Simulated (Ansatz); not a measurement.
HfO2 (P4_2/nmc), a vibration from a frozen displacement

Level of theory: DFT PBE, scalar-relativistic, plane waves, PAW (Ansatz 0.2.0). Settings: plane waves to 420 eV, k-mesh 6×6×4 (Γ-centred), Gaussian smearing 0.05 eV. Spin–orbit coupling is left out, which matters for the heavy elements here. No spin polarisation. Energies are free energies at this smearing, counted from the undisturbed cell; pressure is positive in compression.

The undisturbed cell (relaxed at this level; this form isn't the usual structure):

```
Hf O
1.0
     3.60430    0.00000    0.00000
     0.00000    3.60430    0.00000
     0.00000    0.00000    5.26397
Hf O
2 4
Direct
  0.50000 0.50000 0.50000
  0.00000 0.00000 0.00000
  0.00000 0.50000 0.69325
  0.50000 0.00000 0.80675
  0.50000 0.00000 0.30675
  0.00000 0.50000 0.19325
```

Atom 1 (Hf) is moved by x along the Cartesian unit vector (0.707, -0.707, 0.000); the cell and all other atoms stay fixed. The cell's volume is 68.38 Å³; the moved atoms weigh 178.490 u together and the others 242.486 u. Some rows repeat others by symmetry and weren't run.

```
  x (Å)  ΔE (meV/cell) total force on the moved atoms along the move (eV/Å) pressure (GPa)
-0.2000         204.62                                                2.1927          2.5260
-0.1667         138.99                                                1.7553          1.7613
-0.1333          87.16                                                1.3540          1.1340
-0.1000          48.29                                                0.9857          0.6487
-0.0667          21.23                                                0.6426          0.3017
-0.0333           5.25                                                0.3164          0.0929
 0.0000           0.00                                                0.0000          0.0236
 0.0333           5.25                                               -0.3164          0.0929
 0.0667          21.23                                               -0.6426          0.3017
 0.1000          48.29                                               -0.9857          0.6487
 0.1333          87.16                                               -1.3540          1.1340
 0.1667         138.99                                               -1.7553          1.7613
 0.2000         204.62                                               -2.1927          2.5260
```

What frequency belongs to this motion?

The force constant is k = −dF/dx = 9.500 eV/Å², from the parabola through x = -0.0333, 0 and 0.0333. In every cell the moved atoms swing against the rest, so the mass is μ = m₁m₂/(m₁ + m₂) = 102.812 u, and ν̃ = 521.5 cm⁻¹ × √(|k|/μ) = 159 cm⁻¹. The pattern needn't be a normal mode: ν̃² is then a weighted mean of the squared nonzero frequencies at the zone centre of this cell, taken without macroscopic field, so it lies between the lowest and the highest of them.

How far does the harmonic law reach?

At x = -0.200 Å, kx²/2 = 190.01 meV against the computed 204.62 meV (+7.7 %): the well is still close to harmonic there.

The pressure changes with x². What does that say about the frequency under compression?

With E = k(V)x²/2, k ∝ V^(−2γ) and x scaling with the cell as V^(1/3), P − P0 = −∂E/∂V = (2γ − 2/3) ΔE/V. At x = 0.0667 Å, V(P − P0) = 68.38 × 0.27804 / 160.2 eV = 118.67 meV and ΔE = 21.23 meV, so γ = 1/3 + V(P − P0)/(2ΔE) = 3.13. This is the Grüneisen parameter of the motion under uniform scaling of the cell: shrinking the cell evenly by 1 % in volume raises the frequency by about 3.13 %.

Cost: 7 runs of about 1.2 core-minutes in all, on Arm Neoverse V2 (shared hosts).